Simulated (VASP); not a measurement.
A run of VASP 6.6.1 is set up as follows.

Contents of INCAR:

```
SYSTEM = W
  ALGO = Normal
  EDIFF = 1E-7
  EDIFFG = -0.01
  ENCUT = 600
  IBRION = 2
  ISIF = 3
  ISMEAR = -1
  LASPH = .True.
  LCHARG = .False.
  LMIXTAU = .True.
  LREAL = .False.
  LWAVE = .False.
  METAGGA = R2SCAN
  NELM = 100
  NSW = 60
  PREC = Accurate
  SIGMA = 0.05
```

KPOINTS

```
k-points
0
Gamma
  11 11 11
  0 0 0
```

POSCAR

```
W
1.0
    0.0000000000      2.0300000000      2.0300000000
    2.0300000000      0.0000000000      2.0300000000
    2.0300000000      2.0300000000      0.0000000000
W
1
Direct
    0.0000000000      0.0000000000      0.0000000000
```

Potentials or basis: VASP PAW PBE potentials, release 64 (W_sv).

Command:

```bash
$ cat potpaw_PBE.64/W_sv/POTCAR > POTCAR
$ mpirun -np 1 vasp_std > vasp.out
```

What does it give for the relaxed volume?

16.25 Å³/atom.

Estimate the relaxed cell.

a = 2.843 Å, b = 2.843 Å, c = 2.843 Å, α = 60.00°, β = 60.00°, γ = 60.00°.

Step by step:
| step | energy change (eV) | largest force (eV/Å) | pressure (GPa) | volume (Å³) |
| --- | --- | --- | --- | --- |
| 1 | 0.0000 | 0.0000 | -8.37 | 16.73 |
| 2 | 0.1541 | 0.0000 | 38.07 | 14.70 |
| 3 | -0.0131 | 0.0000 | -0.43 | 16.27 |
| 4 | -0.0131 | 0.0000 | -0.06 | 16.25 |

Caveat: the PAW data sets were made with another functional, which shifts forces and pressure a little. The run has no spin-orbit coupling, so splittings on W are missing.
